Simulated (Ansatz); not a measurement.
# SiO2 (P3_121): the host for defect calculations, part 2 of 2

Aim: the runs on the perfect crystal SiO2 (P3_121) that a defect calculation needs first.

Ansatz 0.2.0; plane-wave PAW DFT, PBEsol; relaxation of the host's cell and atoms; PAW set soft_1 (the session's first sound run).

So far. Step 3 (Dielectric tensors of the host): The principal values of the electronic dielectric tensor are 2.49, 2.49 and 2.52. The principal values of the static dielectric tensor are 4.63, 4.63 and 4.85.

## Step 4: Defect free supercell relaxed in its symmetry

This cell, the one that will hold the defects, is built from the relaxed host. Its coarser k-points can move the atoms a little, so it is relaxed from the symmetric sites, as the reference for the test of stability.

This step: plane-wave PAW DFT, PBEsol; relaxation of the defect-free supercell in its symmetry; PAW set soft_1 (Ansatz 0.2.0).

System of this step: SiO2 (P3_121). The cell holds 72 atoms: 24 Si and 48 O. Its edges and angles: a = 9.897 Å, b = 9.897 Å, c = 10.883 Å, α = 90.0°, β = 90.0°, γ = 120.0°.

Input file pristine.symmetric/input.yaml:

```yaml
crystal:
  lattice:
    - [9.8968274618, 0.0, 0.0]
    - [-4.9484137309, 8.5709039988, 0.0]
    - [0.0, 0.0, 10.8826433342]
  atoms:
    - { symbol: Si, position: [0.264857442, 0.264857442, 0.0] }
    - { symbol: Si, position: [0.0, 0.235142558, 0.3333333334] }
    - { symbol: Si, position: [0.235142558, 0.0, 0.1666666666] }
    - { symbol: O, position: [0.1335409377, 0.2062433942, 0.3926943436] }
    - { symbol: O, position: [0.2937566058, 0.4272975434, 0.0593610103] }
    - { symbol: O, position: [0.0727024566, 0.3664590623, 0.226027677] }
    - { symbol: O, position: [0.2062433942, 0.1335409377, 0.1073056564] }
    - { symbol: O, position: [0.3664590623, 0.0727024566, 0.273972323] }
    - { symbol: O, position: [0.4272975434, 0.2937566058, 0.4406389897] }
    - { symbol: Si, position: [0.264857442, 0.264857442, 0.5] }
    - { symbol: Si, position: [0.0, 0.235142558, 0.8333333333] }
    - { symbol: Si, position: [0.235142558, 0.0, 0.6666666666] }
    - { symbol: O, position: [0.1335409377, 0.2062433942, 0.8926943436] }
    - { symbol: O, position: [0.2937566058, 0.4272975434, 0.5593610103] }
    - { symbol: O, position: [0.0727024566, 0.3664590623, 0.726027677] }
    - { symbol: O, position: [0.2062433942, 0.1335409377, 0.6073056564] }
    - { symbol: O, position: [0.3664590623, 0.0727024566, 0.773972323] }
    - { symbol: O, position: [0.4272975434, 0.2937566058, 0.9406389897] }
    - { symbol: Si, position: [0.264857442, 0.764857442, 0.0] }
    - { symbol: Si, position: [0.0, 0.735142558, 0.3333333334] }
    - { symbol: Si, position: [0.235142558, 0.5, 0.1666666666] }
    - { symbol: O, position: [0.1335409377, 0.7062433942, 0.3926943436] }
    - { symbol: O, position: [0.2937566058, 0.9272975434, 0.0593610103] }
    - { symbol: O, position: [0.0727024566, 0.8664590623, 0.226027677] }
    - { symbol: O, position: [0.2062433942, 0.6335409377, 0.1073056564] }
    - { symbol: O, position: [0.3664590623, 0.5727024566, 0.273972323] }
    - { symbol: O, position: [0.4272975434, 0.7937566058, 0.4406389897] }
    - { symbol: Si, position: [0.264857442, 0.764857442, 0.5] }
    - { symbol: Si, position: [0.0, 0.735142558, 0.8333333333] }
    - { symbol: Si, position: [0.235142558, 0.5, 0.6666666666] }
    - { symbol: O, position: [0.1335409377, 0.7062433942, 0.8926943436] }
    - { symbol: O, position: [0.2937566058, 0.9272975434, 0.5593610103] }
    - { symbol: O, position: [0.0727024566, 0.8664590623, 0.726027677] }
    - { symbol: O, position: [0.2062433942, 0.6335409377, 0.6073056564] }
    - { symbol: O, position: [0.3664590623, 0.5727024566, 0.773972323] }
    - { symbol: O, position: [0.4272975434, 0.7937566058, 0.9406389897] }
    - { symbol: Si, position: [0.764857442, 0.264857442, 0.0] }
    - { symbol: Si, position: [0.5, 0.235142558, 0.3333333334] }
    - { symbol: Si, position: [0.735142558, 0.0, 0.1666666666] }
    - { symbol: O, position: [0.6335409377, 0.2062433942, 0.3926943436] }
    - { symbol: O, position: [0.7937566058, 0.4272975434, 0.0593610103] }
    - { symbol: O, position: [0.5727024566, 0.3664590623, 0.226027677] }
    - { symbol: O, position: [0.7062433942, 0.1335409377, 0.1073056564] }
    - { symbol: O, position: [0.8664590623, 0.0727024566, 0.273972323] }
    - { symbol: O, position: [0.9272975434, 0.2937566058, 0.4406389897] }
    - { symbol: Si, position: [0.764857442, 0.264857442, 0.5] }
    - { symbol: Si, position: [0.5, 0.235142558, 0.8333333333] }
    - { symbol: Si, position: [0.735142558, 0.0, 0.6666666666] }
    - { symbol: O, position: [0.6335409377, 0.2062433942, 0.8926943436] }
    - { symbol: O, position: [0.7937566058, 0.4272975434, 0.5593610103] }
    - { symbol: O, position: [0.5727024566, 0.3664590623, 0.726027677] }
    - { symbol: O, position: [0.7062433942, 0.1335409377, 0.6073056564] }
    - { symbol: O, position: [0.8664590623, 0.0727024566, 0.773972323] }
    - { symbol: O, position: [0.9272975434, 0.2937566058, 0.9406389897] }
    - { symbol: Si, position: [0.764857442, 0.764857442, 0.0] }
    - { symbol: Si, position: [0.5, 0.735142558, 0.3333333334] }
    - { symbol: Si, position: [0.735142558, 0.5, 0.1666666666] }
    - { symbol: O, position: [0.6335409377, 0.7062433942, 0.3926943436] }
    - { symbol: O, position: [0.7937566058, 0.9272975434, 0.0593610103] }
    - { symbol: O, position: [0.5727024566, 0.8664590623, 0.226027677] }
    - { symbol: O, position: [0.7062433942, 0.6335409377, 0.1073056564] }
    - { symbol: O, position: [0.8664590623, 0.5727024566, 0.273972323] }
    - { symbol: O, position: [0.9272975434, 0.7937566058, 0.4406389897] }
    - { symbol: Si, position: [0.764857442, 0.764857442, 0.5] }
    - { symbol: Si, position: [0.5, 0.735142558, 0.8333333333] }
    - { symbol: Si, position: [0.735142558, 0.5, 0.6666666666] }
    - { symbol: O, position: [0.6335409377, 0.7062433942, 0.8926943436] }
    - { symbol: O, position: [0.7937566058, 0.9272975434, 0.5593610103] }
    - { symbol: O, position: [0.5727024566, 0.8664590623, 0.726027677] }
    - { symbol: O, position: [0.7062433942, 0.6335409377, 0.6073056564] }
    - { symbol: O, position: [0.8664590623, 0.5727024566, 0.773972323] }
    - { symbol: O, position: [0.9272975434, 0.7937566058, 0.9406389897] }
basis:
  ecutwfc: 420
  xc_grid: 2
hamiltonian:
  xc: pbesol
  pseudopotentials: { kind: paw, azcp: { folder: soft_1 }, xc_functional: pbe }
kpoints:
  mp_grid: { grid: [1, 1, 1] }
scf:
  occupations: { method: fermi_dirac, width: 0.01 }
  max_iter: 100
  lower_state_search: "off"
output:
  forces: true
relax:
  f_tol: 0.015
  max_steps: 60
  escape_saddle: false
checkpoint:
  write: "../pristine.symmetric.run"
  compress: false
  write_wavefunctions: false
  write_every: 100000
```

Started as:

```sh
$ ansatz run input.yaml --threads 32 --pin off --max-ram 84787MiB --backend cuda --events-out ev --progress --plain --runs-dir out --max-vram 78GiB
```

Numbers of over 12 decimals in the logs are rounded to 6 here.

The program printed:

```text
[...]
device memory: the entry about to start is reckoned to put 3.1 GiB on a device that reports 166.9 GiB free (of which the cap on the GPU budget leaves the run 78.0 GiB)
GPU FFT provider: cuFFT
GPU libraries: cuBLAS 13.8.1, cuFFT 12.4.0, cuSOLVER 12.3.2
GPU matrix products: emulated (plane waves: as basis.precision tells), large ones in fixed point in workspaces of 1.00 GiB
Crystal: 72 atoms, lattice volume = 923.118 Å³
Basis set: ecut = 420 eV, 18049 PW (Γ), exchange–correlation on 144×144×150 points (8 copies of the dense FFT grid, shifted against one another)
Bands: 264, of which v1, the nominal top of the filled ones, is band 192 counted from 1 (191 counted from 0)
Symmetry: 48 space group operations
[...]
k-points: 1
[...]
GPU buffer pool allocated for 388800 grid points (all kernels)
GPU transforms: local potential and band sums: pruned to the plane-wave sphere, on 72×72×75
[...]
SCF iter   1: F=—  HF=-41953.548389 eV  |Δ(HF+E_count)|=         —  Δρ=1.22e-1  dr2=1.24e2  Hψ=1180
[...]
SCF iter   8: F=-41918.967883 eV  HF=-41918.967883 eV  |Δ(HF+E_count)|=   3.50e-6  Δρ=2.86e-6  dr2=7.73e-8  Hψ=679
SCF 1 converged in 8 iterations: F = -41918.967883 eV  dr2 = 7.73e-8
[...]
relax step   1: F+E_penalty+E_count = -41918.96788342 eV  Δ(F+E_penalty+E_count) = +0.000e0 eV  max|allowed force component| = 6.643e-3 eV/Å  Δτ_max = 0.0000 Å  (8 SCF iters, dr2 threshold 5.63e-6 eV, accepted)
[...]
SCF iter   3: F=-41918.967884 eV  HF=-41918.967884 eV  |Δ(HF+E_count)|=   5.14e-8  Δρ=6.90e-7  dr2=4.49e-9  Hψ=652
SCF 2 converged in 3 iterations: F = -41918.967884 eV  dr2 = 4.49e-9
relax step   2: F+E_penalty+E_count = -41918.96788360 eV  Δ(F+E_penalty+E_count) = -1.802e-7 eV  max|allowed force component| = 6.625e-3 eV/Å  Δτ_max = 0.0000 Å  (3 SCF iters, accepted)
SCF converged after 3 iterations
Free energy (F): -41918.967884 eV
[...]
Internal energy: -41918.967884 eV  (E = F + TS)
E sigma→0 (E₀):  -41918.967884 eV
Fermi energy:    5.095706 eV
[...]
--- Forces (eV/Å), atoms counted from 1 ---
  atom   1  Si    -0.00067257    -0.00116492    -0.00000000
  atom   2  Si    -0.00067257     0.00116492    -0.00000000
  atom   3  Si     0.00134513     0.00000000     0.00000000
  atom   4  O     -0.00105718    -0.00662518     0.00604831
  atom   5  O      0.00626616     0.00239704     0.00604831
  atom   6  O     -0.00520898     0.00422813     0.00604831
  [... 66 more lines of this table ...]
  max |Σ_I F_I| component: 1.56e-17 eV/Å
--- Relaxed structure (2 steps of the walk, 2 accepted, 0 SCFs on fresh bases) ---
  F+E_penalty+E_count = -41918.96788360 eV   max|allowed force component| = 6.625e-3 eV/Å
  atoms:
    - { symbol: Si, position: [0.264857, 0.264857, 6.412051959303441e-17] }
    - { symbol: Si, position: [-1.3877787807814457e-17, 0.235142558, 0.333333] }
    - { symbol: Si, position: [0.235143, 0.0, 0.166667] }
    - { symbol: O, position: [0.133541, 0.206243, 0.392694] }
    - { symbol: O, position: [0.293757, 0.427298, 0.059361] }
    - { symbol: O, position: [0.072702, 0.366459, 0.226028] }
  [... 66 more lines of this table ...]
```

The job ended after 1.6 s (1 × NVIDIA GB200 with 32 threads of Arm Neoverse V2, shared host; peak memory 0.9 GiB; 4.3 s of CPU time).

No atom moved by 0.005 Å in the relaxation.

## Step 5: Defect free supercell relaxed from displaced atoms

This step: plane-wave PAW DFT, PBEsol; relaxation of the defect-free supercell from random displacements, a test of the host's stability; PAW set soft_1 (Ansatz 0.2.0).

pristine.rattled/input.yaml, as its differences from pristine.symmetric/input.yaml of step 4:

```diff
@@ -94,6 +94,6 @@
   f_tol: 0.015
-  max_steps: 60
-  escape_saddle: false
+  max_steps: 120
+  random_displacement: { amplitude: 0.06, seed: 7016 }
 checkpoint:
-  write: "../pristine.symmetric.run"
+  write: "../pristine.rattled.run"
   compress: false
```

The program printed:

```text
[...]
Crystal: 72 atoms, lattice volume = 923.118 Å³
Basis set: ecut = 420 eV, 18049 PW (Γ), exchange–correlation on 144×144×150 points (8 copies of the dense FFT grid, shifted against one another)
Bands: 264, of which v1, the nominal top of the filled ones, is band 192 counted from 1 (191 counted from 0)
Symmetry: 1 space group operations
k-points: 1
[...]
SCF iter   1: F=—  HF=-41950.271454 eV  |Δ(HF+E_count)|=         —  Δρ=1.22e-1  dr2=1.26e2  Hψ=1185
[...]
SCF iter   2: F=—  HF=-41916.002900 eV  |Δ(HF+E_count)|=    3.43e1  Δρ=4.29e-2  dr2=7.15e0  Hψ=641
[...]
SCF iter   9: F=-41915.121755 eV  HF=-41915.121753 eV  |Δ(HF+E_count)|=   1.29e-5  Δρ=1.63e-5  dr2=1.99e-6  Hψ=899
SCF 1 converged in 9 iterations: F = -41915.121755 eV  dr2 = 1.99e-6
[...]
relax step   1: F+E_penalty+E_count = -41915.12175476 eV  Δ(F+E_penalty+E_count) = +0.000e0 eV  max|allowed force component| = 6.303e0 eV/Å  Δτ_max = 0.0000 Å  (9 SCF iters, dr2 threshold 5.63e-6 eV, accepted)
[...]
relax step   2: F+E_penalty+E_count = -41917.39311311 eV  Δ(F+E_penalty+E_count) = -2.271e0 eV  max|allowed force component| = 3.635e0 eV/Å  Δτ_max = 0.0387 Å  (5 SCF iters, dr2 threshold 1.00e-4 eV, accepted)
relax step   3: F+E_penalty+E_count = -41918.96114124 eV  Δ(F+E_penalty+E_count) = -1.568e0 eV  max|allowed force component| = 9.398e-2 eV/Å  Δτ_max = 0.0688 Å  (6 SCF iters, dr2 threshold 1.00e-4 eV, accepted)
relax step   4: F+E_penalty+E_count = -41918.96817114 eV  Δ(F+E_penalty+E_count) = -7.030e-3 eV  max|allowed force component| = 3.949e-3 eV/Å  Δτ_max = 0.0258 Å  (7 SCF iters, dr2 threshold 5.52e-7 eV, accepted)
[...]
SCF iter   3: F=-41918.968171 eV  HF=-41918.968171 eV  |Δ(HF+E_count)|=   4.51e-8  Δρ=1.09e-6  dr2=1.52e-8  Hψ=718
SCF 5 converged in 3 iterations: F = -41918.968171 eV  dr2 = 1.52e-8
relax step   5: F+E_penalty+E_count = -41918.96817119 eV  Δ(F+E_penalty+E_count) = -4.929e-8 eV  max|allowed force component| = 3.950e-3 eV/Å  Δτ_max = 0.0000 Å  (3 SCF iters, accepted)
SCF converged after 3 iterations
Free energy (F): -41918.968171 eV
[...]
Internal energy: -41918.968171 eV  (E = F + TS)
E sigma→0 (E₀):  -41918.968171 eV
Fermi energy:    5.096556 eV
[...]
--- Forces (eV/Å), atoms counted from 1 ---
  atom   1  Si    -0.00075079    -0.00031133    -0.00024401
  atom   2  Si    -0.00041409    -0.00126601    -0.00011488
  atom   3  Si     0.00024367    -0.00071405     0.00019189
  atom   4  O      0.00111340    -0.00248498     0.00109381
  atom   5  O      0.00249096     0.00088356     0.00116042
  atom   6  O      0.00022113    -0.00149370    -0.00031309
  [... 66 more lines of this table ...]
  max |Σ_I F_I| component: 2.13e-5 eV/Å
--- Relaxed structure (5 steps of the walk, 5 accepted, 0 SCFs on fresh bases) ---
  F+E_penalty+E_count = -41918.96817119 eV   max|allowed force component| = 3.950e-3 eV/Å
  atoms:
    - { symbol: Si, position: [0.264065, 0.264855, -9.638872362140714e-5] }
    - { symbol: Si, position: [-0.000112, 0.236112, 0.333039] }
    - { symbol: Si, position: [0.234887, 0.000363, 0.166493] }
    - { symbol: O, position: [0.133401, 0.207143, 0.392295] }
    - { symbol: O, position: [0.293014, 0.427374, 0.059076] }
    - { symbol: O, position: [0.072482, 0.367817, 0.226052] }
  [... 66 more lines of this table ...]
```

It took 2.9 s on 1 × NVIDIA GB200 with 32 threads; peak memory 0.9 GiB.

Step by step:

| step | energy less that of the first step (eV) | largest force component (eV/Å) |
| --- | --- | --- |
| 1 | 0.0000 | 6.3029 |
| 2 | -2.2714 | 3.6353 |
| 3 | -3.8394 | 0.0940 |
| 4 | -3.8464 | 0.0039 |
| 5 | -3.8464 | 0.0040 |

The atoms that moved most (Å, from the sites as typed, ahead of the random displacement, the mean shift of all atoms taken out):

```
atom      dx      dy      dz  length
  O6  -0.004   0.010   0.003   0.011
 O16  -0.001  -0.007  -0.008   0.011
 O36  -0.004   0.007  -0.006   0.010
 O14   0.007  -0.002   0.006   0.010
 O60   0.000   0.007   0.007   0.010
 O62   0.007  -0.001  -0.005   0.009
 O44   0.002   0.008  -0.004   0.009
 O32   0.004  -0.005   0.004   0.008
```

The relaxation ends 53 meV an atom lower than the displaced start, with a largest force component of 0.0040 eV/Å.

## Step 6: Host on a dense mesh

This step: plane-wave PAW DFT, PBEsol; single point of the defect-free host, a test of the k-point sampling; PAW set soft_1 (Ansatz 0.2.0).

System of this step: SiO2 (P3_121). It takes space group P3_121 (No. 152, trigonal). Conventional cell: a = 4.948 Å, b = 4.948 Å, c = 5.441 Å, α = 90.00°, β = 90.00°, γ = 120.00°. Si has 4 O at 1.62 Å nearest. Nearest to O lie 2 Si at 1.62 Å. Farther neighbours and most contacts between anions are not listed.

Input file dense/input.yaml:

```yaml
crystal:
  lattice:
    - [4.9484137309, 0.0, 0.0]
    - [-2.4742068654, 4.2854519994, 0.0]
    - [0.0, 0.0, 5.4413216671]
  atoms:
    - { symbol: Si, position: [0.5297148839, 0.5297148839, 0.0] }
    - { symbol: Si, position: [0.0, 0.4702851161, 0.6666666667] }
    - { symbol: Si, position: [0.4702851161, 0.0, 0.3333333333] }
    - { symbol: O, position: [0.2670818754, 0.4124867885, 0.7853886872] }
    - { symbol: O, position: [0.5875132115, 0.8545950869, 0.1187220206] }
    - { symbol: O, position: [0.1454049131, 0.7329181246, 0.4520553539] }
    - { symbol: O, position: [0.4124867885, 0.2670818754, 0.2146113128] }
    - { symbol: O, position: [0.7329181246, 0.1454049131, 0.5479446461] }
    - { symbol: O, position: [0.8545950869, 0.5875132115, 0.8812779794] }
basis:
  ecutwfc: 420
  xc_grid: 2
hamiltonian:
  xc: pbesol
  pseudopotentials: { kind: paw, azcp: { folder: soft_1 }, xc_functional: pbe }
kpoints:
  mp_grid: { grid: [7, 7, 5] }
scf:
  occupations: { method: fermi_dirac, width: 0.01 }
  max_iter: 100
  lower_state_search: "off"
checkpoint:
  write: "../dense.run"
  compress: false
  write_wavefunctions: false
  write_every: 100000
```

The program printed:

```text
[...]
GPU FFT provider: cuFFT
GPU libraries: cuBLAS 13.8.1, cuFFT 12.4.0, cuSOLVER 12.3.2
[...]
Crystal: 9 atoms, lattice volume = 115.390 Å³
Basis set: ecut = 420 eV, 2221 PW (Γ), exchange–correlation on 72×72×80 points (8 copies of the dense FFT grid, shifted against one another)
Bands: 33, of which v1, the nominal top of the filled ones, is band 24 counted from 1 (23 counted from 0)
Symmetry: 6 space group operations
[...]
k-points: 32 of 245 (time reversal used)
[...]
GPU buffer pool allocated for 51840 grid points (all kernels)
[...]
SCF iter   1: F=—  HF=-5244.196894 eV  |Δ(HF+E_count)|=         —  Δρ=1.22e-1  dr2=1.55e1  Hψ=5546
[...]
SCF iter   8: F=-5239.876985 eV  HF=-5239.876985 eV  |Δ(HF+E_count)|=   4.43e-7  Δρ=3.65e-6  dr2=1.40e-8  Hψ=2713
SCF 1 converged in 8 iterations: F = -5239.876985 eV  dr2 = 1.40e-8
[...]
SCF converged after 8 iterations
Free energy (F): -5239.876985 eV
[...]
Internal energy: -5239.876985 eV  (E = F + TS)
E sigma→0 (E₀):  -5239.876985 eV
Fermi energy:    5.114796 eV
[...]
```

It took 1.1 s on 1 × NVIDIA GB200 with 32 threads; peak memory 0.97 GiB; 2.4 s of CPU time.

## Step 7: Defect free supercell at the zone centre

The supercell is run at the zone centre, to see how far that sampling misses the dense mesh.

System of this step: SiO2 (P3_121). The cell holds 72 atoms: 24 Si and 48 O. Its edges and angles: a = 9.897 Å, b = 9.897 Å, c = 10.883 Å, α = 90.0°, β = 90.0°, γ = 120.0°.

pristine.sampling_gamma/input.yaml, as its differences from pristine.rattled/input.yaml of step 5:

```diff
@@ -90,10 +90,4 @@
   lower_state_search: "off"
-output:
-  forces: true
-relax:
-  f_tol: 0.015
-  max_steps: 120
-  random_displacement: { amplitude: 0.06, seed: 7016 }
 checkpoint:
-  write: "../pristine.rattled.run"
+  write: "../pristine.sampling_gamma.run"
   compress: false
```

The program printed:

```text
[...]
GPU FFT provider: cuFFT
GPU libraries: cuBLAS 13.8.1, cuFFT 12.4.0, cuSOLVER 12.3.2
[...]
Crystal: 72 atoms, lattice volume = 923.118 Å³
Basis set: ecut = 420 eV, 18049 PW (Γ), exchange–correlation on 144×144×150 points (8 copies of the dense FFT grid, shifted against one another)
Bands: 264, of which v1, the nominal top of the filled ones, is band 192 counted from 1 (191 counted from 0)
Symmetry: 48 space group operations
[...]
k-points: 1
[...]
GPU buffer pool allocated for 388800 grid points (all kernels)
[...]
SCF iter   1: F=—  HF=-41953.548377 eV  |Δ(HF+E_count)|=         —  Δρ=1.22e-1  dr2=1.24e2  Hψ=1180
[...]
SCF iter   8: F=-41918.967884 eV  HF=-41918.967883 eV  |Δ(HF+E_count)|=   3.42e-6  Δρ=3.08e-6  dr2=8.52e-8  Hψ=678
SCF 1 converged in 8 iterations: F = -41918.967884 eV  dr2 = 8.52e-8
[...]
SCF converged after 8 iterations
Free energy (F): -41918.967884 eV
[...]
Internal energy: -41918.967884 eV  (E = F + TS)
E sigma→0 (E₀):  -41918.967884 eV
Fermi energy:    5.095702 eV
[...]
```

Elapsed: 1.3 s, on 1 × NVIDIA GB200 with 32 threads; peak memory 0.97 GiB.

## Step 8: Results

```json
{
  "primitive cell vectors, lengths": "4.948, 4.948, 5.441 Å",
  "electronic dielectric constant": "principal values (2.49, 2.49, 2.52)",
  "static dielectric constant": "principal values (4.63, 4.63, 4.85)",
  "gap on the k-mesh of the response run (PBEsol)": "5.72 eV",
  "supercell relaxed in its symmetry less the displaced and relaxed one": "0.000 eV",
  "energy an atom at the zone centre alone less that on the dense mesh": "0.001 eV"
}
```

**Reading.** Step 5: The energy fell by 3.846 eV from the randomly displaced start; against the sites as typed, O6 ends farthest off, by 0.01 Å, once the mean shift is taken out. The displaced cell ends within 0.01 eV of the symmetric one relaxed in its symmetry, so no lower structure shows in this supercell. The k-mesh can miss the band edges, so this gap is an upper bound at this level. All at zero temperature.

[Logs are printed without paths, hosts, clocks, repeated set-up lines and the standing remarks that a program may print on its own settings, such as how far it seeks lower states.]

[Hosts, paths, dates, database ids (printed as entryN), source tags and the programs' standing remarks are cut or masked in the printed files.]

[Runs of the host that timed out are not shown.]

[For some hosts the program warned that the k-mesh of the response run may be too coarse for force constants and the static dielectric constant; such warnings are not always shown.]
